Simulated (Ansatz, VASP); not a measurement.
Given: the input of a run of Ansatz 0.2.0 on AlN.

File input.yaml:

```yaml
crystal:
  lattice:
    - [3.1539652241, 0.0, 0.0]
    - [-1.576982612, 2.7314140067, 0.0]
    - [0.0, 0.0, 5.0465469904]
  atoms:
    - { symbol: Al, position: [0.6666666667, 0.3333333333, 0.5] }
    - { symbol: Al, position: [0.3333333333, 0.6666666667, 0.0] }
    - { symbol: "N", position: [0.6666666667, 0.3333333333, 0.88] }
    - { symbol: "N", position: [0.3333333333, 0.6666666667, 0.38] }
hamiltonian:
  xc: pbesol
  pseudopotentials: { kind: paw }
kpoints:
  mp_grid: { grid: [10, 10, 6] }
scf:
  occupations: { method: fermi_dirac, width: 0.05 }
output:
  forces: true
  stress: true
  eigenvalues: true
```

Potentials or basis: Ansatz PAW.

Command:

```sh
$ ansatz run input.yaml --threads 2 --pin off --max-ram 5120MiB --backend cpu --events-out ev --progress --plain --runs-dir out
```

Problem. Translate it to VASP 6.6.1. Potentials there: VASP PAW PBE potentials, release 64 (Al, N).

Solution. As run (the cutoff follows the program's own potentials):

File INCAR:

```
  PREC = Accurate
  ENCUT = 520
  EDIFF = 1E-7
  ISMEAR = -1
  SIGMA = 0.05
  LREAL = F
  LASPH = T
  NELM = 100
  ALGO = Normal
  ISIF = 2
  LWAVE = F
  LCHARG = F
  GGA = PS
  NBANDS = 16
```

File KPOINTS:

```
regular mesh
0
Gamma
  10 10 6
```

The input POSCAR:

```
AlN
1.0
    3.1539652241      0.0000000000      0.0000000000
   -1.5769826120      2.7314140067      0.0000000000
    0.0000000000      0.0000000000      5.0465469904
Al N
2 2
Direct
    0.6666666667      0.3333333333      0.5000000000
    0.3333333333      0.6666666667      0.0000000000
    0.6666666667      0.3333333333      0.8800000000
    0.3333333333      0.6666666667      0.3800000000
```

Potentials or basis: VASP PAW PBE potentials, release 64 (Al, N).

The run is started by

```console
$ cat potpaw_PBE.64/Al/POTCAR potpaw_PBE.64/N/POTCAR > POTCAR
$ mpirun -np 1 vasp_std > vasp.out
```

Both were run:

|  | VASP | Ansatz | Ansatz less VASP |
| --- | --- | --- | --- |
| gap on the k mesh at the Fermi level (eV) | 3.81 | 3.80 | -0.015 |
| least direct gap on the mesh (eV) | 3.81 | 3.80 | -0.015 |
| pressure (GPa) | -7.2 | -7.1 | +0.07 |
| largest component of the traceless stress (GPa) | 1.13 | 1.11 | -0.021 |
| rms of the force components (eV/Å) | 0.060 | 0.059 | -0.0008 |

Atom by atom the forces differ by 0.001 eV/Å (rms over components). The functional is the same, so the differences come from potentials, cutoffs and numerics.

Caveats: the PAW data sets were made with another functional, which shifts forces and pressure a little (VASP); the pressure holds a Pulay correction of +0.5 GPa for the finite cutoff (Ansatz); the PAW data sets come from PBE, with cores solved anew for the run's functional, which leaves a small shift of forces and pressure (Ansatz).
